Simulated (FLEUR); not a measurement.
# SiC (Moissanite 3C) (F-43m) in FLEUR: band structure with PBEsol

Aim: the band structure of SiC (Moissanite 3C) with PBEsol.

Everything below comes from runs of FLEUR MaX-R8.1 (later development tree). Logs are shortened: lines on timing, memory, paths and dates and some standing lists are left out, and cuts for length are marked.

**What was measured.**

From “Insight into the structural, elastic and electronic properties of a new orthorhombic 6O-SiC polytype”, 2020, pmc:7200658, for a bulk crystal of SiC: band gap 2.4 eV (indirect).

The results are compared with them further down.

**1. The crystal as given**

Symmetry: F-43m, No. 216, cubic system. Conventional cell: a = 4.358 Å, b = 4.358 Å, c = 4.358 Å, α = 90.00°, β = 90.00°, γ = 90.00°. Si (site symmetry -43m) has 4 C at 1.89 Å as nearest neighbours. C (site symmetry -43m) is surrounded by 4 Si at 1.89 Å.

**2. Band structure, PBEsol**

Input file inp.xml:

```xml
<?xml version="1.0" encoding="UTF-8" standalone="no"?>
<fleurInput fleurInputVersion="0.39">
   <comment>
      SiC                                                                                                 
   </comment>
   <calculationSetup>
      <cutoffs Kmax="5.54" Gmax="17.2" GmaxXC="17.2" numbands="0"/>
      <scfLoop itmax="60" minDistance="0.00001" maxIterBroyd="15" imix="Anderson" alpha="0.05" precondParam="0.0" spinf="2.0" sdNocoIR="T"/>
      <coreElectrons ctail="T" frcor="F" kcrel="0" coretail_lmax="0"/>
      <xcFunctional name="PBEs" relativisticCorrections="F"/>
      <magnetism jspins="1"/>
      <soc l_soc="F" theta="0.0" phi="0.0" spav="F"/>
      <expertModes spex="0" secvar="F"/>
      <geometryOptimization l_f="F" forcealpha="1.0" forcemix="BFGS" epsdisp="0.00001" epsforce="0.00001"/>
      <ldaU l_linMix="F" mixParam="0.05" spinf="1.0"/>
   </calculationSetup>
   <cell>
      <bzIntegration valenceElectrons="16.0" mode="hist" fermiSmearingEnergy="0.00183747">
         <kPointListSelection listName="default-1"/>
         <!-- k-points included here -->
         <xi:include xmlns:xi="http://www.w3.org/2001/XInclude" href="kpts.xml"> </xi:include>
      </bzIntegration>
      <!-- symmetry operations included here -->
      <xi:include xmlns:xi="http://www.w3.org/2001/XInclude" href="sym.xml"> </xi:include>
      <bulkLattice scale="1.0">
[... 30 lines left out ...]
            <stateOccupation state="(2p3/2)" spinUp="0.666667" spinDown="0.666667"/>
         </electronConfig>
         <energyParameters s="2" p="2" d="3" f="4"/>
         <lo type="SCLO" l="0" n="2" eDeriv="2"/>
         <lo type="SCLO" l="1" n="2" eDeriv="2"/>
         <lo type="SCLO" l="2" n="3" eDeriv="2"/>
      </species>
   </atomSpecies>
   <atomGroups>
      <atomGroup species="Silicon (Si)">
         <relPos label="                   1">.0000000000 .0000000000 .0000000000</relPos>
         <force calculate="T" relaxXYZ="TTT"/>
      </atomGroup>
      <atomGroup species="Carbon (C)">
         <relPos label="                   2">-1.000/4.000 -1.000/4.000 -1.000/4.000</relPos>
         <force calculate="T" relaxXYZ="TTT"/>
      </atomGroup>
   </atomGroups>
   <output dos="F" band="F" slice="F">
      <checks vchk="F" cdinf="F"/>
      <bandDOS minEnergy="-.5*Htr" maxEnergy="0.5*Htr" sigma="0.015" storeEVData="T"/>
      <vacuumDOS vacdos="F" integ="F" star="F" nstars="0" locx1="0.0" locy1="0.0" locx2="0.0" locy2="0.0" nstm="0" tworkf="0.0"/>
      <unfoldingBand unfoldBand="F" supercellX="1" supercellY="1" supercellZ="1"/>
      <plotting iplot="0" polar="F">
         <plot TwoD="T" vec1="  1.0  0.0  0.0" vec2="  0.0  1.0  0.0" vec3="  0.0  0.0  1.0" zero="  0.0  0.0  0.0" file="plot"/>
      </plotting>
      <chargeDensitySlicing numkpt="0" minEigenval="0.0" maxEigenval="0.0" nnne="0" pallst="F"/>
      <specialOutput eonly="F"/>
      <moessbauerParams electricFieldGradient="T" isomerShift="T" coreHyperfine="T" valenceHyperfine="T"/>
      <magneticCircularDichroism mcd="F" energyLo="-10.0" energyUp="0.0"/>
   </output>
  <!-- We include the file relax.xml here to enable relaxations (see documentation) -->
  <xi:include xmlns:xi="http://www.w3.org/2001/XInclude" href="relax.xml"> <xi:fallback/> </xi:include>
</fleurInput>
```

Input file crystal.txt:

```
SiC
&input cartesian=F /
0.0000000000  2.1790000000  2.1790000000
2.1790000000  0.0000000000  2.1790000000
2.1790000000  2.1790000000  0.0000000000
1.8897261246
1.0 1.0 1.0

2
14 0.0000000000  0.0000000000  0.0000000000
6 0.7500000000  0.7500000000  0.7500000000

&kpt div1=10 div2=10 div3=10 gamma=T /
```

Input file inp.xml (bands):

```
<?xml version="1.0" encoding="UTF-8" standalone="no"?>
<fleurInput fleurInputVersion="0.39">
   <comment>
      SiC                                                                                                 
   </comment>
   <calculationSetup>
      <cutoffs Kmax="5.54" Gmax="17.2" GmaxXC="17.2" numbands="0"/>
      <scfLoop itmax="60" minDistance="0.00001" maxIterBroyd="15" imix="Anderson" alpha="0.05" precondParam="0.0" spinf="2.0" sdNocoIR="T"/>
      <coreElectrons ctail="T" frcor="F" kcrel="0" coretail_lmax="0"/>
      <xcFunctional name="PBEs" relativisticCorrections="F"/>
      <magnetism jspins="1"/>
      <soc l_soc="F" theta="0.0" phi="0.0" spav="F"/>
      <expertModes spex="0" secvar="F"/>
      <geometryOptimization l_f="F" forcealpha="1.0" forcemix="BFGS" epsdisp="0.00001" epsforce="0.00001"/>
      <ldaU l_linMix="F" mixParam="0.05" spinf="1.0"/>
   </calculationSetup>
   <cell>
      <bzIntegration valenceElectrons="16.0" mode="hist" fermiSmearingEnergy="0.00183747">
         <kPointListSelection listName="path-1"/>
         <!-- k-points included here -->
         <xi:include xmlns:xi="http://www.w3.org/2001/XInclude" href="kpts.xml"> </xi:include>
      </bzIntegration>
      <!-- symmetry operations included here -->
      <xi:include xmlns:xi="http://www.w3.org/2001/XInclude" href="sym.xml"> </xi:include>
      <bulkLattice scale="1.0">
[... 30 lines left out ...]
            <stateOccupation state="(2p3/2)" spinUp="0.666667" spinDown="0.666667"/>
         </electronConfig>
         <energyParameters s="2" p="2" d="3" f="4"/>
         <lo type="SCLO" l="0" n="2" eDeriv="2"/>
         <lo type="SCLO" l="1" n="2" eDeriv="2"/>
         <lo type="SCLO" l="2" n="3" eDeriv="2"/>
      </species>
   </atomSpecies>
   <atomGroups>
      <atomGroup species="Silicon (Si)">
         <relPos label="                   1">.0000000000 .0000000000 .0000000000</relPos>
         <force calculate="T" relaxXYZ="TTT"/>
      </atomGroup>
      <atomGroup species="Carbon (C)">
         <relPos label="                   2">-1.000/4.000 -1.000/4.000 -1.000/4.000</relPos>
         <force calculate="T" relaxXYZ="TTT"/>
      </atomGroup>
   </atomGroups>
   <output dos="F" band="T" slice="F">
      <checks vchk="F" cdinf="F"/>
      <bandDOS minEnergy="-.5*Htr" maxEnergy="0.5*Htr" sigma="0.015" storeEVData="T"/>
      <vacuumDOS vacdos="F" integ="F" star="F" nstars="0" locx1="0.0" locy1="0.0" locx2="0.0" locy2="0.0" nstm="0" tworkf="0.0"/>
      <unfoldingBand unfoldBand="F" supercellX="1" supercellY="1" supercellZ="1"/>
      <plotting iplot="0" polar="F">
         <plot TwoD="T" vec1="  1.0  0.0  0.0" vec2="  0.0  1.0  0.0" vec3="  0.0  0.0  1.0" zero="  0.0  0.0  0.0" file="plot"/>
      </plotting>
      <chargeDensitySlicing numkpt="0" minEigenval="0.0" maxEigenval="0.0" nnne="0" pallst="F"/>
      <specialOutput eonly="F"/>
      <moessbauerParams electricFieldGradient="T" isomerShift="T" coreHyperfine="T" valenceHyperfine="T"/>
      <magneticCircularDichroism mcd="F" energyLo="-10.0" energyUp="0.0"/>
   </output>
  <!-- We include the file relax.xml here to enable relaxations (see documentation) -->
  <xi:include xmlns:xi="http://www.w3.org/2001/XInclude" href="relax.xml"> <xi:fallback/> </xi:include>
</fleurInput>
```

Potentials or basis: all-electron, FLAPW.

Command:

```sh
> inpgen -f crystal.txt -profile fastHighL
> # inp.xml edited to the form shown
> fleur_MPI
> fleur_MPI   # second run, on inp.xml (bands)
```

The program printed:

```text
Welcome to FLEUR        (www.flapw.de)
      MaX-Release 8.1          (www.max-centre.eu)

 ========== k-point set info ==========
 Selected k-point list: default-1
 k-point list type: mesh
 10 x 10 x 10
 Number of k points: 47

 ------------Calculation Setup---------------------------
 Number of MPI-tasks      :            1
 Number of PE/node        :            1
 Number of OMP-threads    :            1
 Most efficient MPI parallelization for:
           1          47
 Additional eigenvalue parallelization possible
 Number of basis functions:          467
 Approximate size of matrices (H+S) per k-point:         0.006 GB
 --------------------------------------------------------
Nuclear radius smaller than smallest radial mesh point for atom type 2 -- skipping its core isomer shift
Nuclear radius smaller than smallest radial mesh point for atom type 2 -- skipping its isomer shift
 Iteration:     1   Distance:      23.92251157 me/bohr^3
Nuclear radius smaller than smallest radial mesh point for atom type 2 -- skipping its core isomer shift
Nuclear radius smaller than smallest radial mesh point for atom type 2 -- skipping its isomer shift
 Iteration:     2   Distance:      21.34377477 me/bohr^3
Nuclear radius smaller than smallest radial mesh point for atom type 2 -- skipping its core isomer shift
Nuclear radius smaller than smallest radial mesh point for atom type 2 -- skipping its isomer shift
 Iteration:     3   Distance:       8.04897691 me/bohr^3
Nuclear radius smaller than smallest radial mesh point for atom type 2 -- skipping its core isomer shift
Nuclear radius smaller than smallest radial mesh point for atom type 2 -- skipping its isomer shift
 Iteration:     4   Distance:       4.60523308 me/bohr^3
Nuclear radius smaller than smallest radial mesh point for atom type 2 -- skipping its core isomer shift
Nuclear radius smaller than smallest radial mesh point for atom type 2 -- skipping its isomer shift
 Iteration:     5   Distance:       0.95235896 me/bohr^3
Nuclear radius smaller than smallest radial mesh point for atom type 2 -- skipping its core isomer shift
Nuclear radius smaller than smallest radial mesh point for atom type 2 -- skipping its isomer shift
 Iteration:     6   Distance:       0.18049080 me/bohr^3
Nuclear radius smaller than smallest radial mesh point for atom type 2 -- skipping its core isomer shift
Nuclear radius smaller than smallest radial mesh point for atom type 2 -- skipping its isomer shift
 Iteration:     7   Distance:       0.14854481 me/bohr^3
Nuclear radius smaller than smallest radial mesh point for atom type 2 -- skipping its core isomer shift
Nuclear radius smaller than smallest radial mesh point for atom type 2 -- skipping its isomer shift
 Iteration:     8   Distance:       0.02194955 me/bohr^3
Nuclear radius smaller than smallest radial mesh point for atom type 2 -- skipping its core isomer shift
Nuclear radius smaller than smallest radial mesh point for atom type 2 -- skipping its isomer shift
 Iteration:     9   Distance:       0.01040315 me/bohr^3
Nuclear radius smaller than smallest radial mesh point for atom type 2 -- skipping its core isomer shift
Nuclear radius smaller than smallest radial mesh point for atom type 2 -- skipping its isomer shift
 Iteration:    10   Distance:       0.00278673 me/bohr^3
Nuclear radius smaller than smallest radial mesh point for atom type 2 -- skipping its core isomer shift
Nuclear radius smaller than smallest radial mesh point for atom type 2 -- skipping its isomer shift
 Iteration:    11   Distance:       0.00312703 me/bohr^3
Nuclear radius smaller than smallest radial mesh point for atom type 2 -- skipping its core isomer shift
Nuclear radius smaller than smallest radial mesh point for atom type 2 -- skipping its isomer shift
 Iteration:    12   Distance:       0.00006371 me/bohr^3
Nuclear radius smaller than smallest radial mesh point for atom type 2 -- skipping its core isomer shift
Nuclear radius smaller than smallest radial mesh point for atom type 2 -- skipping its isomer shift
 Iteration:    13   Distance:       0.00001654 me/bohr^3
Nuclear radius smaller than smallest radial mesh point for atom type 2 -- skipping its core isomer shift
Nuclear radius smaller than smallest radial mesh point for atom type 2 -- skipping its isomer shift
 Iteration:    14   Distance:       0.00000897 me/bohr^3

 ********************************************************************
 Run finished successfully
 Stop message:
   all done
 ********************************************************************
```

It took 89 s on 1 thread of Arm Neoverse V2, shared host; peak memory 0.06 GiB.

Results:

- Free energy: -8911.1086 eV
- Band gap on the k mesh: 1.24 eV, indirect (least direct gap 4.45 eV)
- Band gap along the path: 1.24 eV, indirect (least direct gap 4.45 eV)
- Valence electrons inside the program's atomic spheres: Si 9.28; C 2.64 (radii Si 1.77, C 1.53 bohr)

Levels at the corners of the path, in eV from the valence-band top:
```
point  band 5  band 6  band 7  band 8  band 9  band 10  band 11  band 12
    Γ  -15.42    0.00    0.00    0.00    6.18     7.24     7.24     7.24
    X  -10.36   -7.84   -3.21   -3.21    1.24     4.20    13.95    13.95
    W  -10.12   -7.04   -5.05   -4.75    5.12     9.37     9.42     9.63
    K  -10.35   -7.30   -5.61   -2.61    3.00     7.68    11.77    12.38
    Γ  -15.42    0.00    0.00    0.00    6.18     7.24     7.24     7.24
    L  -11.82   -8.60   -1.06   -1.06    5.37     7.14     7.14     9.92
    U  -10.35   -7.30   -5.61   -2.61    3.00     7.68    11.77    12.38
    W  -10.12   -7.04   -5.05   -4.75    5.12     9.37     9.42     9.63
    L  -11.82   -8.60   -1.06   -1.06    5.37     7.14     7.14     9.92
    K  -10.35   -7.30   -5.61   -2.61    3.00     7.68    11.77    12.38
    U  -10.35   -7.30   -5.61   -2.61    3.00     7.68    11.77    12.38
    X  -10.36   -7.84   -3.21   -3.21    1.24     4.20    13.95    13.95
```

Core levels (eV from the Fermi level):
| atom | levels |
| --- | --- |
| 1 Si | 1s1/2 -1775.7 |
| 2 C | 1s1/2 -262.2 |

**3. Against experiment**

Step 2. A measured gap of SiC is 2.4 eV (indirect; quoted in “Insight into the structural, elastic and electronic properties of a new orthorhombic 6O-SiC polytype”, 2020, pmc:7200658); the calculated 1.24 eV misses it by -1.16 eV. The value is that of PBEsol, without temperature or zero-point motion. Semilocal functionals fall short of measured gaps as a rule.
